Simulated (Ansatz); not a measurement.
Crystal: Hg.

```
Hg
1.0
    -1.87674    1.87674    1.91684
     1.87674   -1.87674    1.91684
     1.87674    1.87674   -1.91684
Hg
1
Direct
  0.50000 0.50000 0.00000
```

| Quantity | Value |
| --- | --- |
| Program | Ansatz 0.2.0 |
| Task | single point |
| Functional | PBE |
| Potentials or basis | Ansatz PAW |
| Cutoff | 420 eV (not typed: the program's choice for these potentials) |
| k mesh | 10 × 10 × 10 |
| Occupations | fermi-dirac, width 0.05 eV |
| Spin | no spin polarisation |

On this cell: pressure 1.4 GPa; band gap on the k mesh none (metal or under the smearing width).

The same run follows on a disturbed copy (cell strained at random at fixed volume):

```
Hg
1.0
    -1.91296    1.85608    1.92149
     1.87501   -1.89581    1.92322
     1.89161    1.87446   -1.96038
Hg
1
Direct
  0.49875 0.49348 0.99515
```

Task: What does the disturbed cell give?

Result: The energy (extrapolated to zero smearing) moves by +0.1 meV/atom; pressure 1.4 GPa; band gap on the k mesh none (metal or under the smearing width).

Stress tensor (GPa, compression positive):
```
1.41 0.03 0.13
0.03 1.19 0.13
0.13 0.13 1.50
```
